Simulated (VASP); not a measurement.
MgS (Niningerite):

```
S Mg
1.0
     0.00000    2.60165    2.60165
     2.60165    0.00000    2.60165
     2.60165    2.60165    0.00000
S Mg
1 1
Cartesian
  2.6016 2.6016 2.6016
  0.0000 0.0000 0.0000
```

* Program: VASP 6.6.1
* Task: relaxation of cell and atoms
* Functional: LDA
* Potentials or basis: VASP PAW LDA potentials, release 64 (S, Mg)
* Cutoff: 600 eV
* k mesh: 8 × 8 × 8
* Occupations: gaussian, width 0.02 eV
* Spin: no spin polarisation

At the start: pressure -3.8 GPa; volume 17.61 Å³/atom.

Where does the relaxation end?

Over 3 steps the energy falls by 10.6 meV/atom and the volume is 16.76 Å³/atom (-4.8 %); space group Fm-3m (No. 225, to 0.05 Å).

Step by step:
```
step  energy change (eV)  largest force (eV/Å)  pressure (GPa)  volume (Å³)
   1              0.0000                0.0000           -3.83        35.22
   2             -0.0200                0.0000            1.05        33.12
   3             -0.0212                0.0000           -0.01        33.51
```

Final structure:
```xyz
2
Lattice="0.0000 2.5589 2.5589 2.5589 0.0000 2.5589 2.5589 2.5589 0.0000" Properties=species:S:1:pos:R:3 pbc="T T T"
S     2.5589    2.5589    2.5589
Mg    0.0000    0.0000    0.0000
```
